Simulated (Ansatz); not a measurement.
## SnO2 in Ansatz: the effect of functional

The system is SnO2.

```
Sn O
1.0
     0.00000    2.55687    2.55687
     2.55687    0.00000    2.55687
     2.55687    2.55687    0.00000
Sn O
1 2
Direct
  0.00000 0.00000 0.00000
  0.75000 0.75000 0.75000
  0.25000 0.25000 0.25000
```

Measurements of this composition are mostly on another form, of space group No. 136.

The cell isn't the ideal one: volume scaled by 0.98.

Alike in all runs:

```yaml
Program: Ansatz 0.2.0
Task: single point
Potentials_or_basis: Ansatz PAW
k_mesh: 9 × 9 × 9
Occupations: fermi-dirac, width 0.05 eV
Spin: no spin polarisation
```

| functional | cutoff | gap on the mesh (eV) | pressure (GPa) |
| --- | --- | --- | --- |
| LDA | 420 eV (not typed: the program's choice for these potentials) | none | -8.7 |
| PBEsol | 420 eV (not typed: the program's choice for these potentials) | none | -3.4 |
| r2SCAN | 500 eV (not typed: the program's choice for these potentials) | ? | ? |

**Question.** What does the run with functional r2SCAN give?

**Answer.** gap on the mesh 0.64 eV; pressure -5.9 GPa.

Caveats: the PAW data sets come from PBE, with cores solved anew for the run's functional, which leaves a small shift of forces and pressure; odd divisions of the mesh miss points on the zone boundary, where band edges often lie, so the gap on the mesh can be too wide (some runs); spin-orbit coupling is left out, which moves the levels of the heavy elements (some runs).

A k mesh can miss the band edges.

A gap of «none» marks a metal or a gap under the smearing width.
